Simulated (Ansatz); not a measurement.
Reactions of C₂H₂F₄ (`FC(F)C(F)F`).

Program: Ansatz. Geometries: PBE0-D4/def2-TZVP. ΔE: electronic, gas phase. CBS: MP2 limit from def2 TZ/QZ plus the TZ coupled-cluster correction, frozen cores. This one scheme is used for every species. For Ga outer-core shells are correlated without core-valence functions, which leaves a few kJ/mol of doubt a bond. Scalar relativity is left out up to krypton. One conformer a species, not always the lowest.

Question: Order these by ΔE at CCSD(T)/CBS, lowest first. (Estimate.)
A. `FC(F)C(F)F` + trifluoromethane → `FC(F)C(F)C(F)(F)F` + H–F
B. `FC(F)C(F)F` + `C[SiH2]O` → `C[SiH2]OC(F)F` + difluoromethane
C. `FC(F)C(F)F` + `[GaH3]` → `F[CH](F)[GaH2]` + difluoromethane

Answer: A (-4.9 kcal/mol), B (-2.0 kcal/mol), C (+2.0 kcal/mol).

Largest T1 diagnostic: 0.013, for `F[CH](F)[GaH2]`.
